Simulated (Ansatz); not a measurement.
# InP (F-43m) in Ansatz: a series of runs, part 2 of 2

Ansatz 0.2.0. The steps go on from the part before.

## Step 4: Density of states, revPBE, spin-orbit coupling, no magnetisation

File input.yaml:

```yaml
crystal:
  lattice:
    - [0.0, 2.9305, 2.9305]
    - [2.9305, 0.0, 2.9305]
    - [2.9305, 2.9305, 0.0]
  atoms:
    - { symbol: In, position: [0.0, 0.0, 0.0] }
    - { symbol: P, position: [0.75, 0.75, 0.75] }
hamiltonian:
  xc: revpbe
  pseudopotentials: { kind: paw_fr }
magnetization:
  noncollinear: true
  spin_orbit: true
kpoints:
  mp_grid: { grid: [8, 8, 8] }
scf:
  occupations: { method: gaussian, width: 0.05 }
  n_extra_bands: 6
output:
  forces: true
  stress: true
  eigenvalues: true
  dos: { projected: false, de: 0.05, nscf_kmesh: { grid: [12, 12, 12] } }
```

Potentials or basis: Ansatz PAW.

On the command line:

```
> ansatz run input.yaml --threads 1 --pin off --max-ram 2560MiB --backend cpu --events-out ev --progress --plain --runs-dir out
```

The log of the run:

```text
Warning: RAYON_NUM_THREADS=1 ignored (pool sized by the plan → 1); use --threads N
scf.n_extra_bands = 6 over 18 filled bands (N_el = 18.0): the run solves 24 bands
Engine: ansatz 0.2.0, aarch64-unknown-linux-gnu
Pseudopotentials: kind: paw_fr
Pseudopotential: In, paw_fr, valence charge 13, recommended cutoff 420 eV (normal), In.paw.azcp#standard-fr
Pseudopotential: P, paw_fr, valence charge 5, recommended cutoff 420 eV (normal), P.paw.azcp#standard-fr
Functional definition: revPBE
  parameter kappa = 1.245
  parameter beta = 0.06672455060314922
  exchange = pbe_x(kappa = kappa, mu = beta*pi^2/3)
  correlation = pbe_c(beta = beta)
non-collinear run that drives no moment, with spin-orbit: no starting moment large enough to seed its density (crystal.atoms[].spin), no starting occupations that ask for one, no magnetisation constraint and no magnetic field, so the semilocal B_xc is pinned to zero
Crystal: 2 atoms, lattice volume = 50.333 Å³
Basis set: ecut = 420 eV, 941 PW (Γ), exchange–correlation on 60×60×60 points (8 copies of the dense FFT grid, shifted against one another)
Bands: 24, of which v1, the nominal top of the filled ones, is band 18 counted from 1 (17 counted from 0)
Symmetry: 24 space group operations + 24 with time reversal
Magnetic group: BNS 216.75 (UNI 1577), of the structure as read, at distance tolerance 3.7e-5 Å
k-points: 29 of 512 (time reversal used)
Projection manifold: j_resolved (fully-relativistic pseudo-atomic orbitals)
Non-local potential: In, projectors of the file, l = 0: 2, l = 1: 4, l = 2: 4, l = 3: 4
Non-local potential: P, projectors of the file, l = 0: 2, l = 1: 4, l = 2: 4
PAW form: soft (Blöchl's): semilocal exchange-correlation on the pseudo side does not see the compensation charge
PAW frozen core: In, regenerated for the run's functional, and the local potential with it (the file was generated under x = pbe(κ = 0.804, μ = 0.2195149727645171), c = pbe(β = 0.06672455060314922))
PAW frozen core: P, regenerated for the run's functional, and the local potential with it (the file was generated under x = pbe(κ = 0.804, μ = 0.2195149727645171), c = pbe(β = 0.06672455060314922))
PAW one-centre angular grid: In, 590 points (default); XC on 64 Gauss nodes
PAW one-centre angular grid: P, 110 points (default); XC on 64 Gauss nodes
Initial density: superposition of atomic densities (chi_scale 0.1, normalization cell, long waves kept (reshape's long-wave potential 0.00 eV rms))
Initial wavefunctions: pseudopotential atomic-orbital guess
Functional: x = revpbe(κ = 1.245, μ = 0.2195149727645171), c = pbe(β = 0.06672455060314922)
SCF iter   1: F=—  HF=-6364.435364 eV  |F-HF|=—  |Δ(HF+E_count)|=         —  Δρ=3.58e-2  dr2=8.95e-1  dr2_m=0.00e0 (ungated)  ethr=3.10e-3  |M|=0.00e0 ∫|m|=0.00e0 μB  |m|>n=0.0e0 m-floor=0.0e0 τ_xc=0.0e0  β_m=0.30  ⟨swp⟩=8.4  Hψ=4466  notcnv=0
preconditioner: auto → none  [insulator: Δε(μ)=1.030 eV  Ē_g=13.903 eV  σ=0.050 eV  W_gap=1.00  n_scr=14 (ndim 8)  ℏωp=22.2 eV  f_vac=0.000  D(μ)=0.00/eV (n_scr^D=0)  ε∞_Penn≈3.6]
SCF iter   2: F=—  HF=-6364.243797 eV  |F-HF|=—  |Δ(HF+E_count)|=   1.92e-1  Δρ=2.16e-2  dr2=2.04e-1  dr2_m=0.00e0 (ungated)  ethr=3.10e-3  |M|=0.00e0 ∫|m|=0.00e0 μB  |m|>n=0.0e0 m-floor=0.0e0 τ_xc=0.0e0  β_m=0.42  ⟨swp⟩=2.4  Hψ=1193  notcnv=0  defer=58
SCF iter   3: F=—  HF=-6364.226697 eV  |F-HF|=—  |Δ(HF+E_count)|=   1.71e-2  Δρ=7.91e-3  dr2=1.98e-2  dr2_m=0.00e0 (ungated)  ethr=1.13e-3  |M|=0.00e0 ∫|m|=0.00e0 μB  |m|>n=0.0e0 m-floor=0.0e0 τ_xc=0.0e0  β_m=0.57  ⟨swp⟩=2.4  Hψ=923  notcnv=0  defer=58
SCF iter   4: F=—  HF=-6364.229936 eV  |F-HF|=—  |Δ(HF+E_count)|=   3.24e-3  Δρ=6.45e-4  dr2=1.27e-4  dr2_m=0.00e0 (ungated)  ethr=1.10e-4  |M|=0.00e0 ∫|m|=0.00e0 μB  |m|>n=0.0e0 m-floor=0.0e0 τ_xc=0.0e0  β_m=0.58  ⟨swp⟩=2.5  Hψ=934  notcnv=0  defer=58
SCF iter   5: F=—  HF=-6364.230117 eV  |F-HF|=—  |Δ(HF+E_count)|=   1.81e-4  Δρ=2.26e-4  dr2=1.42e-5  dr2_m=0.00e0 (ungated)  ethr=7.06e-7  |M|=0.00e0 ∫|m|=0.00e0 μB  |m|>n=0.0e0 m-floor=0.0e0 τ_xc=0.0e0  β_m=0.77  ⟨swp⟩=3.1  Hψ=1291  notcnv=0  defer=58
SCF iter   6: F=—  HF=-6364.230145 eV  |F-HF|=—  |Δ(HF+E_count)|=   2.73e-5  Δρ=2.74e-5  dr2=7.76e-7  dr2_m=0.00e0 (ungated)  ethr=7.87e-8  |M|=0.00e0 ∫|m|=0.00e0 μB  |m|>n=0.0e0 m-floor=0.0e0 τ_xc=0.0e0  β_m=0.88  ⟨swp⟩=2.0  Hψ=941  notcnv=0  defer=58
SCF iter   7: F=-6364.230145 eV  HF=-6364.230145 eV  |F-HF|=1.62e-8  |Δ(HF+E_count)|=   3.66e-7  Δρ=4.28e-6  dr2=1.09e-8  dr2_m=0.00e0 (ungated)  ethr=5.56e-10  |M|=0.00e0 ∫|m|=0.00e0 μB  |m|>n=0.0e0 m-floor=0.0e0 τ_xc=0.0e0  ⟨swp⟩=12.1  Hψ=3847  notcnv=0
SCF 1 converged in 7 iterations: F = -6364.230145 eV  dr2 = 1.09e-8
NSCF: frozen V_eff on 72 k-points
SCF converged after 7 iterations
Magnetization: |M| = 0.0000 μB,  M = (+0.0000, +0.0000, +0.0000) μB
Absolute magnetization: 0.0000 μB (∫|m|)
  site 0: m = (+0.0000, +0.0000, +0.0000) μB, |m| = 0.0000 μB  (R = 1.05 Å)
  site 1: m = (+0.0000, +0.0000, +0.0000) μB, |m| = 0.0000 μB  (R = 1.05 Å)
Free energy (F): -6364.230145 eV
Harris-Foulkes:  -6364.230145 eV  (|F-HF|=1.62e-8)
Internal energy: -6364.230145 eV  (E = F + TS)
E sigma→0 (E₀):  -6364.230145 eV
Fermi energy:    7.493141 eV
--- Per-component energies (eV) ---
  E_band       = -50.672570
  E_kinetic    = 313.799618
  E_local      = -1397.747066  (includes V_loc(G=0)·N_el)
  E_nonlocal   = 400.926829
  E_hartree    = 552.153821
  E_xc         = -277.152102
  E_vxc        = -159.663383  (∫ρ·V_xc dr)
  E_paw        = -4735.527669  (= ΣΔE_a)
  E_vpaw       = -312.297801  (= ΣTr[D̂ρ^β])
  E_aug_tail   = 0.000030  (compensation charges beyond the density's cutoff)
  E_ewald      = -1220.708286
  E_core_change = 0.024681  (= ΣΔE_core)
  E_smearing   = -0.000000  (= −TS)
  E_closure    = -0.000000  (closes the sum)
  Σ components = -6364.230145   (vs F -6364.230145, Δ=0.00e0)
--- Forces (eV/Å), atoms counted from 1 ---
  atom   1  In    -0.00000000     0.00000000     0.00000000
  atom   2  P      0.00000000    -0.00000000     0.00000000
  max |Σ_I F_I| component: 1.85e-17 eV/Å
--- Stress (GPa, compression-positive) ---
        4.589671      -0.000000      -0.000000
       -0.000000       4.589671       0.000000
        0.000000       0.000000       4.589671
  P = ⅓ Tr σ = 4.5897 GPa (45.897 kbar)
--- Band table (eV; the first three rows and the last of 29) ---
  k-point 0: bands = ["-7.5709", "-7.5709", "-7.5709", "-7.5709", "-6.7897", "-6.7897", "-6.6867", "-6.6867", "-6.6867", "-6.6867", "-4.4247", "-4.4247", "7.0013", "7.0013", "7.0984", "7.0984", "7.0984", "7.0984", "7.8857", "7.8857", "10.8871", "10.8871", "11.3409", "11.3409"]
  k-point 1: bands = ["-7.5733", "-7.5733", "-7.5726", "-7.5655", "-6.7919", "-6.7919", "-6.6945", "-6.6945", "-6.6851", "-6.6762", "-4.2461", "-4.2461", "5.5587", "5.5587", "6.8433", "6.8433", "6.9137", "6.9249", "8.7975", "8.7975", "11.1719", "11.1719", "11.5116", "11.5116"]
  k-point 2: bands = ["-7.5805", "-7.5805", "-7.5701", "-7.5601", "-6.7950", "-6.7950", "-6.7108", "-6.7108", "-6.6717", "-6.6591", "-3.7481", "-3.7481", "3.6610", "3.6610", "6.4638", "6.4638", "6.5520", "6.5660", "8.9399", "8.9399", "11.7500", "11.7500", "12.0098", "12.0164"]
  k-point 28: bands = ["-7.6581", "-7.5860", "-7.5297", "-7.5166", "-6.8957", "-6.7286", "-6.7097", "-6.6849", "-6.6545", "-6.6520", "-1.9792", "-1.9766", "1.5021", "1.5137", "4.0578", "4.1406", "4.1949", "4.2485", "11.4251", "11.4294", "11.4689", "11.4961", "12.5697", "12.8060"]
```

dos.tsv:

```text
# E-E_F[eV]	g_bin_mean(E)[states/eV]	N(E)
# format = ansatz-dos/2
# fermi_ev = 7.493141
# fermi_mp_grid = 12 12 12
# fermi_mp_shift = 0 0 0
# nscf_kmesh_grid = 12 12 12
# nscf_kmesh_shift = 0 0 0
# levels_connected = by_index
# g_bin_mean(E): the states in a bin one row spacing wide, centred on E, divided by that spacing. States that the method places at a single energy (under output.dos.method: tetrahedron, those of a tetrahedron whose four corners have one energy) are counted whole in the row whose bin holds that energy (on the edge of two bins, in the lower row). The sum of g_bin_mean over a run of rows, times the row spacing, is the number of states from half a spacing under the first of them to half a spacing over the last (a plain sum, not the trapezoid rule).
-15.651198	0.000000e0	0.000000e0
-15.601198	0.000000e0	0.000000e0
-15.551198	0.000000e0	0.000000e0
-15.501198	0.000000e0	0.000000e0
-15.451198	0.000000e0	0.000000e0
-15.401198	0.000000e0	0.000000e0
[... 494 lines left out ...]
9.348802	0.000000e0	2.400000e1
9.398802	0.000000e0	2.400000e1
```

Wall time 18 s (1 thread of Arm Neoverse V1, shared host); peak memory 0.42 GiB.

What came out:

```yaml
Free_energy: -6364.2301 eV
Pressure: 4.6 GPa
Band_gap_on_the_k_mesh: 0.79 eV, direct
```

Levels at points of the mesh, in eV from the valence-band top:
```tsv
k point	band 16	band 17	band 18	band 19	band 20	band 21
(0.00, 0.00, 0.00)	0.00	0.00	0.00	0.79	0.79	3.79
(0.00, 0.00, -0.50)	-1.06	-0.94	-0.94	1.55	1.55	4.73
(0.00, -0.50, -0.50)	-2.39	-2.29	-2.29	1.82	1.82	2.31
```

States per cell in windows of 1 eV (zero at the valence-band top; states under -8 eV left out):
| from (eV) | total |
| --- | --- |
| -8.0 | 0.00 |
| -7.0 | 0.00 |
| -6.0 | 1.23 |
| -5.0 | 0.44 |
| -4.0 | 0.64 |
| -3.0 | 1.57 |
| -2.0 | 1.65 |
| -1.0 | 0.47 |
| 0.0 | 0.00 |
| 1.0 | 0.14 |
| 2.0 | 1.53 |
| 3.0 | 1.07 |
| 4.0 | 1.50 |
| 5.0 | 1.26 |
| 6.0 | 0.34 |
| 7.0 | 0.13 |

Caveat: the PAW data sets come from PBE, with cores solved anew for the run's functional, which leaves a small shift of forces and pressure.

## Step 5: Elastic constants, revPBE, spin-orbit coupling, no magnetisation

input.yaml, as its differences from that of step 4:

```diff
@@ -15,6 +15,5 @@
 kpoints:
-  mp_grid: { grid: [8, 8, 8] }
+  mp_grid: { grid: [6, 6, 6] }
 scf:
-  occupations: { method: gaussian, width: 0.05 }
-  n_extra_bands: 6
+  occupations: { method: fixed }
 output:
@@ -22,3 +21,4 @@
   stress: true
-  eigenvalues: true
-  dos: { projected: false, de: 0.05, nscf_kmesh: { grid: [12, 12, 12] } }
+elastic:
+  mode: relaxed_ion
+  stencil: two_point
```

On the command line:

```
> ansatz run input.yaml --threads 1 --pin off --max-ram 2560MiB --backend cpu --events-out ev --progress --plain --runs-dir out
```

It took 86 s on 1 thread of Arm Neoverse V1, shared host; peak memory 0.5 GiB.

It converged, with:

```
Free energy                     : -6364.2203 eV
Pressure                        : 4.6 GPa
Band gap on the k mesh          : 0.79 eV, direct
Elastic constants C11, C12, C44 : 103, 64, 42 GPa
Voigt bulk modulus              : 77 GPa
```

Levels at points of the mesh, in eV from the valence-band top:
```csv
k point,band 15,band 16,band 17,band 18,band 19,band 20,band 21,band 22
"(0.00, 0.00, 0.00)",0.00,0.00,0.00,0.00,0.79,0.79,3.78,3.78
"(0.00, 0.00, -0.50)",-1.06,-1.06,-0.95,-0.95,1.55,1.55,4.73,4.73
"(0.00, -0.50, -0.50)",-2.39,-2.39,-2.29,-2.29,1.82,1.82,2.31,2.31
```

Elastic tensor in Voigt notation (GPa, in the Cartesian axes of the cell as first typed):
```
103  64  64   0   0   0
 64 103  64   0   0   0
 64  64 103   0   0   0
  0   0   0  42   0   0
  0   0   0   0  42   0
  0   0   0   0   0  42
```

Caveat: the cell is more than 3 GPa from zero pressure, which shifts response properties; the PAW data sets come from PBE, with cores solved anew for the run's functional, which leaves a small shift of forces and pressure.

## Step 6: Projected density of states, PBE0, spin-orbit coupling, no magnetisation

File input.yaml:

```yaml
crystal:
  lattice: { a: 5.861, b: 5.861, c: 5.861, alpha: 90.0, beta: 90.0, gamma: 90.0 }
  space_group: 216
  reduce_to_primitive: true
  atoms:
    - { symbol: In, wyckoff: "4a", position: [0.0, 0.0, 0.0] }
    - { symbol: P, wyckoff: "4c", position: [0.25, 0.25, 0.25] }
hamiltonian:
  xc: pbe0
  pseudopotentials: { kind: paw_fr }
magnetization:
  noncollinear: true
  spin_orbit: true
kpoints:
  mp_grid: { grid: [5, 5, 5] }
scf:
  occupations: { method: gaussian, width: 0.02 }
  n_extra_bands: 6
output:
  forces: true
  stress: true
  eigenvalues: true
  dos: { projected: true, de: 0.05 }
  write_density: true
  write_potential: true
  elf: true
  volumetric_format: npy
```

Potentials or basis: Ansatz PAW.

On the command line:

```
> ansatz run input.yaml --threads 1 --pin off --max-ram 2560MiB --backend cpu --events-out ev --progress --plain --runs-dir out
```

Wall time 2.7 min (1 thread of Arm Neoverse V1, shared host); peak memory 1.2 GiB.

It converged, with:

```yaml
Free_energy: -6355.9895 eV
Pressure: 1.3 GPa
Band_gap_on_the_k_mesh: 2.11 eV, direct
```

Levels at points of the mesh, in eV from the valence-band top:
```csv
k point,band 14,band 15,band 16,band 17,band 18,band 19,band 20,band 21,band 22,band 23
"(0.00, 0.00, 0.00)",-0.12,0.00,0.00,0.00,0.00,2.11,2.11,5.25,5.25,5.71
```

States per cell in windows of 1 eV (zero at the valence-band top; states under -8 eV left out):
```
from (eV)  total  P 3p j=1.5  In 5p j=1.5  P 3p j=0.5  In 5s j=0.5  In 5p j=0.5  P 3s j=0.5
     -8.0   0.00        0.00         0.00        0.00         0.00         0.00        0.00
     -7.0   0.46        0.15         0.02        0.08         0.19         0.01        0.01
     -6.0   1.03        0.34         0.06        0.17         0.35         0.03        0.06
     -5.0   0.27        0.09         0.02        0.05         0.07         0.01        0.03
     -4.0   0.82        0.34         0.14        0.15         0.05         0.09        0.03
     -3.0   1.60        0.69         0.28        0.38         0.05         0.16        0.02
     -2.0   1.45        0.72         0.21        0.37         0.01         0.11        0.00
     -1.0   0.38        0.23         0.04        0.09         0.00         0.02        0.00
      0.0   0.00        0.00         0.00        0.00         0.00         0.00        0.00
      1.0   0.00        0.00         0.00        0.00         0.00         0.00        0.00
      2.0   0.02        0.00         0.00        0.00         0.01         0.00        0.01
      3.0   0.76        0.06         0.18        0.04         0.19         0.09        0.14
      4.0   1.33        0.19         0.30        0.10         0.26         0.16        0.15
      5.0   1.47        0.29         0.22        0.14         0.29         0.21        0.09
      6.0   1.21        0.15         0.42        0.05         0.04         0.22        0.04
      7.0   0.89        0.08         0.27        0.03         0.01         0.14        0.04
```

Caveat: odd divisions of the mesh miss points on the zone boundary, where band edges often lie, so the gap on the mesh can be too wide; the PAW data sets come from PBE, with cores solved anew for the run's functional, which leaves a small shift of forces and pressure; the thresholds are loose for stress.

## Step 7: Overview

| task | level | k mesh | smearing | points for each segment of the path | atoms under strain | other keys | gap on the mesh (eV) | pressure (GPa) |
| --- | --- | --- | --- | --- | --- | --- | --- | --- |
| density of states | revPBE | 8 × 8 × 8 | gaussian 0.05 eV | - | - | - | 0.79 | 4.6 |
| topological invariants | PBEsol | 8 × 8 × 8 | fixed | 14 | - | basis.ecutrho_ratio = 4 | 0.59 | 0.5 |
| elastic constants | revPBE | 6 × 6 × 6 | fixed | - | relaxed | - | 0.79 | 4.6 |
| projected density of states | PBE0 | 5 × 5 × 5 | gaussian 0.02 eV | - | - | - | 2.11 | 1.3 |

Alike in all rows: potentials or basis Ansatz PAW; spin SOC, no magnetisation; cell as given; cutoff (eV) 420.

Caveats: the PAW data sets come from PBE, with cores solved anew for the run's functional, which leaves a small shift of forces and pressure; the cell is more than 3 GPa from zero pressure, which shifts response properties (some runs); odd divisions of the mesh miss points on the zone boundary, where band edges often lie, so the gap on the mesh can be too wide (some runs); the thresholds are loose for stress (some runs).

Total energies depend on the potentials used, so only differences within one code and one set of settings carry meaning.

## Step 8: Against experiment

Step 2. A measured gap of InP is 1.4236 eV (direct; 1.6 K; a printed reference work, data compilation); the calculated 0.79 eV misses it by -0.64 eV. The value is that of revPBE, without temperature or zero-point motion. Semilocal functionals fall short of measured gaps as a rule.

Step 4. Measured gap of InP: 1.4236 eV (direct; 1.6 K; a printed reference work, data compilation). This calculation gives 0.79 eV (-0.64 eV). The value is that of revPBE, without temperature or zero-point motion. Semilocal functionals fall short of measured gaps as a rule.

Step 5. A measured gap of InP is 1.4236 eV (direct; 1.6 K; a printed reference work, data compilation); the calculated 0.79 eV misses it by -0.64 eV. The value is that of revPBE, without temperature or zero-point motion. Semilocal functionals fall short of measured gaps as a rule.

Step 6. Against the measured gap of InP, 1.4236 eV (direct; 1.6 K; a printed reference work, data compilation), the calculated 2.11 eV is off by +0.68 eV. The value is that of PBE0, without temperature or zero-point motion.
